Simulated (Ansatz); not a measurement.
Crystal: MnS.

```
CELL_PARAMETERS angstrom
0.00000 2.47346 2.47346
2.47346 0.00000 2.47346
2.47346 2.47346 0.00000
ATOMIC_POSITIONS crystal
Mn 0.00000 0.00000 0.00000
S 0.75000 0.75000 0.75000
```

The cell is a database's computed one.

Base run:

- Program: Ansatz 0.2.0
- Functional: PBEsol
- Potentials or basis: all-electron LAPW, scalar-relativistic
- Cutoff: 344 eV (chosen from the basis error)
- Basis error allowed: 0.001 eV/atom
- k mesh: 9 × 9 × 9
- Occupations: fermi-dirac, width 0.05 eV
- Spin: no spin polarisation

Its results: band gap on the k mesh none (metal or under the smearing width); pressure -3.1 GPa.

The run is repeated on the same cell with these changes: spin from no spin polarisation to collinear spin, ferromagnetic start. What comes out?

Band gap on the k mesh none (metal or under the smearing width); pressure -3.0 GPa; net moment 0.24 μB per cell; site moments Mn +0.23; S -0.00 μB.

Caveats: semilocal functionals often make such compounds metallic where correlation or magnetic order opens a gap, which also shifts bond lengths; the moment fell far below its start of 4 μB, so a state of higher moment may lie lower in energy (some runs); the starting moments weren't kept (some runs).
